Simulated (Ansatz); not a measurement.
# C32O: the cost of one run

Computed with Ansatz 0.2.0 (DFT PBE+D3(BJ), scalar-relativistic, plane waves, PAW, unless a step's input says otherwise).

3 further runs of the same task are left out: 1 that didn't finish, 2 set aside as unsound or not needed.

**1. The starting structure**

It takes space group R-3m (No. 166, trigonal). The conventional cell has a = 2.465 Å, b = 2.465 Å, c = 10.122 Å, α = 90.00°, β = 90.00°, γ = 120.00°. Around C (site symmetry 3m) lie 3 C at 1.42 Å.

As a file:

```
C
1.0
     2.13468   -1.23246   -0.01079
     2.13468    1.23246   -0.01079
    -1.40161    0.00000    3.38107
C
2
Direct
  0.83337 0.83337 0.00011
  0.16663 0.16663 0.99989
```

It goes back to an entry of the Materials Project, which need not be the stable form.

This cell was relaxed beforehand with the same method: volume 8.88 Å³/atom, gap on the mesh 0.69 eV.

**2. Relaxing the first end**

The supercell's rows are 1 1 -1; 1 -3 -1; -3 1 -1 in vectors of the relaxed cell. Atom 33 is the O that will move.

The input, input.yaml:

```yaml
crystal:
  lattice:
    - [5.6709571555, 0.0, -3.4026574436]
    - [-2.867743478, -4.9298468454, -3.3594911955]
    - [-2.867743478, 4.9298468454, -3.3594911955]
  atoms:
    - { symbol: C, position: [0.4166287368, 0.0416286019, 0.5416286019] }
    - { symbol: C, position: [0.6666287368, 0.7916286019, 0.5416286019] }
    - { symbol: C, position: [0.9166287368, 0.5416286019, 0.5416286019] }
    - { symbol: C, position: [0.4166287368, 0.2916286019, 0.2916286019] }
    - { symbol: C, position: [0.1666287368, 0.2916286019, 0.5416286019] }
    - { symbol: C, position: [0.6666287368, 0.0416286019, 0.2916286019] }
    - { symbol: C, position: [0.9166287368, 0.7916286019, 0.2916286019] }
    - { symbol: C, position: [0.4166287368, 0.5416286019, 0.0416286019] }
    - { symbol: C, position: [0.1666287368, 0.5416286019, 0.2916286019] }
    - { symbol: C, position: [0.6666287368, 0.2916286019, 0.0416286019] }
    - { symbol: C, position: [0.9166287368, 0.0416286019, 0.0416286019] }
    - { symbol: C, position: [0.4166287368, 0.7916286019, 0.7916286019] }
    - { symbol: C, position: [0.1666287368, 0.7916286019, 0.0416286019] }
    - { symbol: C, position: [0.6666287368, 0.5416286019, 0.7916286019] }
    - { symbol: C, position: [0.9166287368, 0.2916286019, 0.7916286019] }
    - { symbol: C, position: [0.1666287368, 0.0416286019, 0.7916286019] }
    - { symbol: C, position: [0.5833712632, 0.9583713981, 0.4583713981] }
    - { symbol: C, position: [0.8333712632, 0.7083713981, 0.4583713981] }
    - { symbol: C, position: [0.0833712632, 0.4583713981, 0.4583713981] }
    - { symbol: C, position: [0.5833712632, 0.2083713981, 0.2083713981] }
    - { symbol: C, position: [0.3333712632, 0.2083713981, 0.4583713981] }
    - { symbol: C, position: [0.8333712632, 0.9583713981, 0.2083713981] }
    - { symbol: C, position: [0.0833712632, 0.7083713981, 0.2083713981] }
    - { symbol: C, position: [0.5833712632, 0.4583713981, 0.9583713981] }
    - { symbol: C, position: [0.3333712632, 0.4583713981, 0.2083713981] }
    - { symbol: C, position: [0.8333712632, 0.2083713981, 0.9583713981] }
    - { symbol: C, position: [0.0833712632, 0.9583713981, 0.9583713981] }
    - { symbol: C, position: [0.5833712632, 0.7083713981, 0.7083713981] }
    - { symbol: C, position: [0.3333712632, 0.7083713981, 0.9583713981] }
    - { symbol: C, position: [0.8333712632, 0.4583713981, 0.7083713981] }
    - { symbol: C, position: [0.0833712632, 0.2083713981, 0.7083713981] }
    - { symbol: C, position: [0.3333712632, 0.9583713981, 0.7083713981] }
    - { symbol: O, position: [0.9148767997, 0.7655615374, 0.7839110392] }
basis:
  ecutwfc: 420
  xc_grid: 2
kpoints:
  mp_grid: { grid: [2, 2, 2], shift: [0.5, 0.5, 0.5] }
hamiltonian:
  xc: pbe
  dispersion: d3bj
scf:
  occupations: { method: gaussian, width: 0.02 }
output:
  forces: true
  stress: false
  eigenvalues: true
  write_density: true
  write_potential: true
  elf: true
  volumetric_format: npy
relax:
  adjacent_minimum: "off"
  f_tol: 0.02
  max_steps: 60
```

On the command line:

```bash
$ ansatz run input.yaml --threads 4 --pin off --max-ram 8192MiB --backend cpu --events-out ev --progress --plain --runs-dir out
```

**Question.** How long does this run take on 4 threads of AMD EPYC 9R45 (Zen 5), shared host, and how much memory does it need?

About 14 s, with a peak of 0.88 GiB.
